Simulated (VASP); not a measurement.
La2O3, 5 atoms in the cell. Symmetry: P-3m1, No. 164, trigonal system. The conventional cell has a = 3.920 Å, b = 3.920 Å, c = 6.100 Å, α = 90.00°, β = 90.00°, γ = 120.00°. Around La (site symmetry 3m) lie 7 O at 2.36 to 2.71 Å. Around O (site symmetry -3m) lie 6 La at 2.71 Å. Around O (site symmetry 3m) lie 4 La at 2.36 to 2.44 Å. The cell was built by a generator and needn't be a form met in nature.

- Program: VASP 6.6.1
- Task: relaxation of cell and atoms
- Functional: PBE
- Dispersion: D3(BJ)
- Potentials or basis: VASP PAW PBE potentials, release 64 (La, O)
- Cutoff: 600 eV
- k mesh: 8 × 8 × 6
- Occupations: gaussian, width 0.02 eV
- Spin: no spin polarisation
- Further INCAR settings: ALGO = Normal; EDIFF = 1e-06; IBRION = 2; EDIFFG = -0.005; NSW = 60; ISIF = 3

Potentials or basis: VASP PAW PBE potentials, release 64 (La, O).

Run with:

```sh
$ cat potpaw_PBE.64/La/POTCAR potpaw_PBE.64/O/POTCAR > POTCAR
$ mpirun -np 2 vasp_std > vasp.out
```

Hardware: 2 MPI ranks on Intel(R) Xeon(R) 6975P-C (Granite Rapids), with other jobs on the host.

Q: Estimate the wall time of this run.

A: It took 2.1 min on 2 MPI ranks on Intel(R) Xeon(R) 6975P-C (Granite Rapids), with other jobs on the host, peak memory 0.3 GiB a rank. Counts: scf iterations 59, k points 50, ion steps 9.
